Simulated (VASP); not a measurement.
# SnTe (F-43m) in VASP: a series of runs, part 2 of 2

VASP 6.6.1. Earlier steps stand in the parts before.

**3. Single point, PBEsol, spin-orbit coupling, no magnetisation**

File INCAR:

```
SYSTEM = SnTe
ALGO = Normal ; EDIFF = 1E-7
ENCUT = 350 ; GGA = PS
GGA_COMPAT = .False. ; ISIF = 2
ISMEAR = 0 ; LASPH = .True.
LCHARG = .False. ; LORBIT = 11
LREAL = .False. ; LSORBIT = .True.
LWAVE = .False. ; MAGMOM = 0 0 0 0 0 0
NBANDS = 36 ; NELM = 100
PREC = Accurate ; SIGMA = 0.02
```

File KPOINTS:

```
k-points
0
Gamma
  8 8 8
  0 0 0
```

File POSCAR:

```
SnTe
1.0
    0.0000000000      3.6111460000      3.6111460000
    3.6111460000      0.0000000000      3.6111460000
    3.6111460000      3.6111460000      0.0000000000
Te Sn
1 1
Direct
    0.2500000000      0.2500000000      0.2500000000
    0.0000000000      0.0000000000      0.0000000000
```

Potentials or basis: VASP PAW PBE potentials, release 64 (Te, Sn_d).

The run is started by

```bash
$ cat potpaw_PBE.64/Te/POTCAR potpaw_PBE.64/Sn_d/POTCAR > POTCAR
$ mpirun -np 1 vasp_ncl > vasp.out
```

OUTCAR:

```text
SYSTEM = SnTe
   EDIFF = 1E-7
   ENCUT = 350
   GGA = PS
   ISIF = 2
   ISMEAR = 0
   LASPH = .True.
   LORBIT = 11
   LREAL = .False.
   LSORBIT = .True.
   NELM = 100
   PREC = Accurate

 Found     43 irreducible k-points:

 Following reciprocal coordinates:
            Coordinates               Weight
  0.000000  0.000000  0.000000      1.000000
  0.125000  0.000000  0.000000      4.000000
 -0.125000  0.000000  0.000000      4.000000
  0.250000  0.000000  0.000000      4.000000
 -0.250000  0.000000  0.000000      4.000000
  0.375000  0.000000  0.000000      4.000000
   k-points           NKPTS =     43   k-points in BZ     NKDIM =     43   number of bands    NBANDS=     36
   number of dos      NEDOS =    301   number of ions     NIONS =      2
   total plane-waves  NPLWV =  32768
   dimension x,y,z NGX =    32 NGY =   32 NGZ =   32
   dimension x,y,z NGXF=    64 NGYF=   64 NGZF=   64
   ions per type =               1   1
   NGX,Y,Z   is equivalent  to a cutoff of  10.42, 10.42, 10.42 a.u.
   NGXF,Y,Z  is equivalent  to a cutoff of  20.83, 20.83, 20.83 a.u.
 SYSTEM =  SnTe
   PREC   = accura    normal or accurate (medium, high low for compatibility)
   ISTART =      0    job   : 0-new  1-cont  2-samecut
   ICHARG =      2    charge: 1-file 2-atom 10-const
   ISPIN  =      1    spin polarized calculation?
   LNONCOLLINEAR =      T non collinear calculations
   LSORBIT =      T    spin-orbit coupling
   LASPH  =      T    aspherical Exc in radial PAW
   ENCUT  =  350.0 eV  25.72 Ry    5.07 a.u.   7.79  7.79  7.79*2*pi/ulx,y,z
[... 328 lines left out ...]
     0.0000000     0.0000000     0.0000000     0.0000000     0.0000000     0.0000000     0.0000000

 Ion:    2  E_soc:     -0.1055577
 l=   1
     0.0000000    -0.0114482    -0.0114482
    -0.0114482     0.0000000    -0.0114482
    -0.0114482    -0.0114482     0.0000000
 l=   2
     0.0000000    -0.0012453     0.0000000    -0.0012453    -0.0048995
    -0.0012453     0.0000000    -0.0036746    -0.0012453    -0.0012249
     0.0000000    -0.0036746     0.0000000    -0.0036746     0.0000000
    -0.0012453    -0.0012453    -0.0036746     0.0000000    -0.0012249
    -0.0048995    -0.0012249     0.0000000    -0.0012249     0.0000000
 l=   3
     0.0000000     0.0000000     0.0000000     0.0000000     0.0000000     0.0000000     0.0000000
     0.0000000     0.0000000     0.0000000     0.0000000     0.0000000     0.0000000     0.0000000
     0.0000000     0.0000000     0.0000000     0.0000000     0.0000000     0.0000000     0.0000000
     0.0000000     0.0000000     0.0000000     0.0000000     0.0000000     0.0000000     0.0000000
     0.0000000     0.0000000     0.0000000     0.0000000     0.0000000     0.0000000     0.0000000
     0.0000000     0.0000000     0.0000000     0.0000000     0.0000000     0.0000000     0.0000000
     0.0000000     0.0000000     0.0000000     0.0000000     0.0000000     0.0000000     0.0000000

 total charge

# of ion       s       p       d       tot
------------------------------------------
    1        1.395   1.941   0.016   3.351
    2        1.389   0.704   9.957  12.051
--------------------------------------------------
tot          2.784   2.645   9.973  15.402

 magnetization (x)

# of ion       s       p       d       tot
------------------------------------------
    1        0.000   0.000   0.000   0.000
    2        0.000   0.000   0.000   0.000
--------------------------------------------------
tot          0.000   0.000   0.000   0.000

 magnetization (y)

# of ion       s       p       d       tot
------------------------------------------
    1        0.000  -0.000   0.000  -0.000
    2       -0.000   0.000   0.000  -0.000
--------------------------------------------------
tot         -0.000  -0.000   0.000  -0.000

 magnetization (z)

# of ion       s       p       d       tot
------------------------------------------
    1       -0.000   0.000   0.000   0.000
    2        0.000   0.000  -0.000   0.000
--------------------------------------------------
tot         -0.000   0.000  -0.000   0.000
```

OSZICAR:

```text
N       E                     dE             d eps       ncg     rms          rms(c)
DAV:   1     0.140622838740E+03    0.14062E+03   -0.71100E+03  3124   0.873E+02
DAV:   2     0.116720910095E+02   -0.12895E+03   -0.12318E+03  3264   0.264E+02
DAV:   3    -0.705600515796E+01   -0.18728E+02   -0.18423E+02  3736   0.106E+02
DAV:   4    -0.787709916480E+01   -0.82109E+00   -0.81953E+00  3616   0.250E+01
DAV:   5    -0.790999431633E+01   -0.32895E-01   -0.32893E-01  4396   0.459E+00    0.494E+00
DAV:   6    -0.776978586551E+01    0.14021E+00   -0.25675E-01  3808   0.290E+00    0.326E+00
DAV:   7    -0.776583249959E+01    0.39534E-02   -0.66747E-02  3784   0.975E-01    0.169E+00
DAV:   8    -0.776553758352E+01    0.29492E-03   -0.27059E-03  3416   0.394E-01    0.677E-01
DAV:   9    -0.776595578762E+01   -0.41820E-03   -0.12201E-03  3780   0.237E-01    0.159E-01
DAV:  10    -0.776630860375E+01   -0.35282E-03   -0.26441E-04  3300   0.102E-01    0.440E-02
DAV:  11    -0.776648430416E+01   -0.17570E-03   -0.12480E-04  3344   0.462E-02    0.223E-02
DAV:  12    -0.776652332157E+01   -0.39017E-04   -0.42825E-05  3412   0.269E-02    0.202E-02
DAV:  13    -0.776652507646E+01   -0.17549E-05   -0.21815E-06  3540   0.936E-03    0.903E-03
DAV:  14    -0.776652620925E+01   -0.11328E-05   -0.16441E-06  2920   0.506E-03    0.222E-03
DAV:  15    -0.776652629299E+01   -0.83735E-07   -0.14384E-07  3212   0.364E-03
   1 F= -.77665263E+01 E0= -.77665230E+01  d E =-.664269E-05  mag=    -0.0000     0.0000     0.0000
```

stdout:

```text
POSCAR found type information on POSCAR TeSn
 POSCAR found :  2 types and       2 ions
 scaLAPACK will be used
 -----------------------------------------------------------------------------
|                                                                             |
|                                                                             |
|     You enforced a specific xc type in the INCAR file but a different       |
|     I HOPE YOU KNOW WHAT YOU ARE DOING!                                     |
|                                                                             |
 -----------------------------------------------------------------------------

 LDA part: xc-table for (Slater+PW92), standard interpolation
 POSCAR, INCAR and KPOINTS ok, starting setup
 FFT: planning ... GRIDC
 FFT: planning ... GRID_SOFT
 FFT: planning ... GRID
 WAVECAR not read
 entering main loop
```

Wall time 2.5 min (1 thread of Intel Xeon Platinum 8259CL at 2.50GHz (Skylake/Cascade Lake), shared host); peak memory 0.36 GiB.

These settings aren't checked as converged: the numbers below hold their error.

What came out:

```yaml
Free_energy: -7.7665 eV
Pressure: -1.5 GPa
Valence_electrons_inside_the_program's_atomic_spheres: Te 3.35; Sn 12.05
```

Caveat: the PAW data sets were made with another functional, which shifts forces and pressure a little.

**4. Single point, PBEsol, spin-orbit coupling, no magnetisation**

INCAR is that of step 3.

File KPOINTS:

```
k-points
0
Gamma
  3 3 3
  0 0 0
```

POSCAR is that of step 3.

The run is started by

```bash
$ cat potpaw_PBE.64/Te/POTCAR potpaw_PBE.64/Sn_d/POTCAR > POTCAR
$ mpirun -np 1 vasp_ncl > vasp.out
```

It took 30 s on 1 thread of Intel Xeon Platinum 8259CL at 2.50GHz (Skylake/Cascade Lake), shared host; peak memory 0.29 GiB.

These settings aren't checked as converged: the numbers below hold their error.

Results:

```yaml
Free_energy: -7.8823 eV
Pressure: -2.3 GPa
Valence_electrons_inside_the_program's_atomic_spheres: Te 3.34; Sn 12.05
```

Caveat: the k mesh is coarse (spacing up to 0.50 Å⁻¹), so the values aren't converged; the PAW data sets were made with another functional, which shifts forces and pressure a little.
